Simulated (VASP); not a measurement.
Here is a VASP 6.6.1 calculation.

Contents of INCAR:

```
SYSTEM = W
PREC = Accurate
ENCUT = 600
EDIFF = 1E-7
ISMEAR = -1
SIGMA = 0.05
LREAL = .FALSE.
LASPH = .TRUE.
NELM = 60
ALGO = Normal
ISIF = 3
LWAVE = .FALSE.
LCHARG = .FALSE.
GGA = OR
LUSE_VDW = .TRUE.
AGGAC = 0.0
IBRION = 2
NSW = 60
EDIFFG = -0.005
```

Contents of KPOINTS:

```
Automatic mesh
0
G
  12 12 12
  0 0 0
```

File POSCAR:

```
W
1.0
   -1.5823450000      1.5823450000      1.5823450000
    1.5823450000     -1.5823450000      1.5823450000
    1.5823450000      1.5823450000     -1.5823450000
W
1
Direct
    0.0000000000      0.0000000000      0.0000000000
```

Potentials or basis: VASP PAW PBE potentials, release 64 (W_sv).

The run is started by

```bash
$ cat potpaw_PBE.64/W_sv/POTCAR > POTCAR
$ mpirun -np 1 vasp_std > vasp.out
```

What does it give for the band gap on the k mesh?

None (metal or under the smearing width).

What does it give for the space group after relaxing (to 0.05 Å)?

Im-3m (No. 229).

Step by step:
| step | energy change (eV) | largest force (eV/Å) | pressure (GPa) | volume (Å³) |
| --- | --- | --- | --- | --- |
| 1 | 0.0000 | 0.0000 | 8.12 | 15.85 |
| 2 | 0.0995 | 0.0000 | -21.78 | 17.76 |
| 3 | -0.0103 | 0.0000 | -0.28 | 16.28 |
| 4 | -0.0103 | 0.0000 | -0.01 | 16.26 |

Caveat: the PAW data sets were made with another functional, which shifts forces and pressure a little. Zero-point motion and thermal expansion aren't in these numbers.
